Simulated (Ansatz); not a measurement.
One crystal and one scan (energy against volume) at two levels, r2SCAN (plane waves to 500 eV, PAW, scalar-relativistic; Ansatz, a program for electronic structure) and PBE (plane waves to 420 eV, PAW, scalar-relativistic; Ansatz), each from its own relaxed cell and on its own mesh. The cell shown is that of r2SCAN.

GeO2 (rutile)

```xyz
6
Lattice="4.4105 0.0000 0.0000 0.0000 4.4105 0.0000 0.0000 0.0000 2.8702" Properties=species:S:1:pos:R:3 pbc="T T T"
Ge     0.0000     0.0000     0.0000
Ge     2.2053     2.2053     1.4351
O      1.3496     1.3496     0.0000
O      3.5549     0.8556     1.4351
O      0.8556     3.5549     1.4351
O      3.0609     3.0609     0.0000
```

Equation-of-state scan: isotropic scaling of the cell above, V₀ being its volume. The atoms relax within the cell's symmetry.

The energy includes the smearing's −TS. GeO2 was relaxed with its symmetry unable to fall. With the shape held, the modulus is that of even scaling; a crystal free to change shape is softer. Percentages come from the unrounded values.

Results of r2SCAN:

| Property | Result |
|---|---|
| Lattice constant a (Å) | 4.411 |
| Lattice constant c (Å) | 2.870 |
| Relaxed volume (Å³/atom) | 9.31 |
| Band gap of the relaxed cell, no spin-orbit coupling (eV) | 2.51 |
| Bulk modulus at fixed cell shape B₀ (third-order Birch-Murnaghan fit) (GPa) | 258.1 |
| Pressure derivative B₀′ (fit) | 4.8 |

Problem. What does PBE give for the same quantities?

Solution. 
| quantity | PBE | r2SCAN − PBE |
|---|---|---|
| Lattice constant a (Å) | 4.488 | -0.077 (-1.7 %) |
| Lattice constant c (Å) | 2.905 | -0.035 (-1.2 %) |
| Relaxed volume (Å³/atom) | 9.75 | -0.44 (-4.6 %) |
| Band gap of the relaxed cell, no spin-orbit coupling (eV) | 1.23 | +1.28 (+105 %) |
| Bulk modulus at fixed cell shape B₀ (third-order Birch-Murnaghan fit) (GPa) | 211.1 | +47.0 (+22 %) |
| Pressure derivative B₀′ (fit) | 5.0 | -0.2 (-3 %) |

r2SCAN gives the higher value for: band gap of the relaxed cell, no spin-orbit coupling; bulk modulus at fixed cell shape B₀. r2SCAN gives the lower value for: lattice constant a; lattice constant c; relaxed volume. Neither level is exact: the differences show how much the result hangs on the functional.

(A scan under strain: stresses follow from slopes of the energy per volume, elastic moduli from its curvatures.)
